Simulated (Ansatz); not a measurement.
Runs of Ansatz 0.2.0 on RbBr. It takes space group Fm-3m (No. 225, cubic). The conventional cell has a = 6.854 Å, b = 6.854 Å, c = 6.854 Å, α = 90.00°, β = 90.00°, γ = 90.00°. Rb (site symmetry m-3m) has 6 Br at 3.43 Å as nearest neighbours. Br (site symmetry m-3m) is surrounded by 6 Rb at 3.43 Å. 

```tsv
task	potentials or basis	cell	cutoff (eV)	basis error allowed	gap on the mesh (eV)	pressure (GPa)
band structure	all-electron LAPW, scalar-relativistic	as given	119	0.001 eV/atom	4.21	-0.1
band structure	all-electron LAPW, inner shells corrected to Dirac's equation	as given	119	0.001 eV/atom	4.21	-0.1
relaxation of cell and atoms	all-electron LAPW, scalar-relativistic	relaxed	-	0.001 eV/atom	(b)	0.0
relaxation of cell and atoms	all-electron LAPW, scalar-relativistic	relaxed to 10 GPa	-	0.001 eV/atom	(a)	10.0
relaxation of cell and atoms	all-electron LAPW, scalar-relativistic	relaxed to 20 GPa	-	0.001 eV/atom	4.44	20.0
relaxation of cell and atoms	all-electron LAPW, scalar-relativistic	relaxed to 30 GPa	-	0.001 eV/atom	4.00	30.0
relaxation of cell and atoms	all-electron LAPW, scalar-relativistic	relaxed to 5 GPa	-	0.001 eV/atom	4.78	5.0
band structure	all-electron PAW datasets made for the crystal	as given	200	-	4.21	-0.1
band structure	all-electron LAPW, non-relativistic	as given	119	0.001 eV/atom	4.50	0.1
```

Alike in all rows: level PBEsol; no spin polarisation; k mesh 7 × 7 × 7; smearing fermi-dirac 0.05 eV.

Question: Fill in the values left out.

Answer: (a) 4.90; (b) 4.22.

Caveats: an odd mesh through Γ misses points on the zone boundary, where band edges often lie (some runs); relativity is left out, which matters for the heavier elements (some runs).

A k mesh can miss the band edges, and the runs leave out spin-orbit coupling on Br, Rb.

The runs don't all hold the same shells in valence.
